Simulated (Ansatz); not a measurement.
TaN:

```
Ta N
1.0
     0.00000    2.49114    2.49114
     2.49114    0.00000    2.49114
     2.49114    2.49114    0.00000
Ta N
1 1
Direct
  0.00000 0.00000 0.00000
  0.25000 0.25000 0.25000
```

The cell comes from a database or a generator and needn't be the stable form of this composition.

* Program: Ansatz 0.2.0
* Task: relaxation of cell and atoms
* Functional: r2SCAN
* Dispersion: D3(BJ)
* Potentials or basis: Ansatz PAW
* Cutoff: 500 eV (not typed: the program's choice for these potentials)
* k mesh: 9 × 9 × 9
* Occupations: fermi-dirac, width 0.05 eV
* Spin: no spin polarisation

At the start: volume 15.46 Å³/atom.

Q: How do energy, volume and symmetry change on relaxing?

A: It ends after 5 steps and the volume is 13.15 Å³/atom (-14.9 %); space group F-43m (No. 216, to 0.05 Å).

Step by step:
| step | energy change (eV) | largest force (eV/Å) | volume (Å³) |
| --- | --- | --- | --- |
| 1 | 0.0000 | 0.0000 | 30.92 |
| 2 | -0.5135 | 0.0000 | 26.61 |
| 3 | -0.5165 | 0.0000 | 26.20 |
| 4 | -0.5167 | 0.0000 | 26.30 |
| 5 | -0.5149 | 0.0000 | 26.30 |

Final structure:
```
CELL_PARAMETERS angstrom
0.00000 2.36028 2.36028
2.36028 0.00000 2.36028
2.36028 2.36028 0.00000
ATOMIC_POSITIONS crystal
Ta 0.00000 0.00000 0.00000
N 0.25000 0.25000 0.25000
```

Caveat: the plane-wave basis is chosen anew once the cell has moved, so the energies of steps on either side of that aren't comparable; pairwise dispersion overbinds metals, which lowers pressure and volume; the PAW data sets come from PBE, with cores solved anew for the run's functional, which leaves a small shift of forces and pressure; the dispersion damping was fitted for another functional or another form of the correction.
